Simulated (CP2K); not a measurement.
The system is Ta2N.

```
CELL_PARAMETERS angstrom
3.11286 0.00000 0.00000
-1.55643 2.69582 0.00000
0.00000 0.00000 4.86984
ATOMIC_POSITIONS crystal
Ta 0.33333 0.66667 0.25471
Ta 0.66667 0.33333 0.74529
N 0.00000 0.00000 0.00000
```

The cell comes from a database or a generator and needn't be the stable form of this composition.

Base run:

```yaml
Program: CP2K 2026.2
Functional: PBEsol
Potentials_or_basis: POTENTIAL_UZH Ta GTH-PBE-q13, N GTH-PBE-q5; TZVP-MOLOPT-PBE-GTH basis
Density_cutoff: 6123 eV
k_mesh: 10 × 10 × 6
Occupations: fermi-dirac, width 0.05 eV
Spin: no spin polarisation
```

Its results: band gap on the k mesh none (metal or under the smearing width); pressure -9.7 GPa; largest force 0.331 eV/Å.

Question: The run is repeated on the same cell with these changes: functional from PBEsol to PBE. What comes out?

Answer: Band gap on the k mesh none (metal or under the smearing width); pressure -3.5 GPa; largest force 0.119 eV/Å.

PBE binds less tightly than PBEsol, so the same cell stands under more pressure.

Caveats: the basis of atomic orbitals isn't converged, which shifts pressures, moduli and gaps; the potentials were made for another functional, which shifts forces and pressure (some runs); spin-orbit coupling is left out, which moves the levels of the heavy elements (some runs).
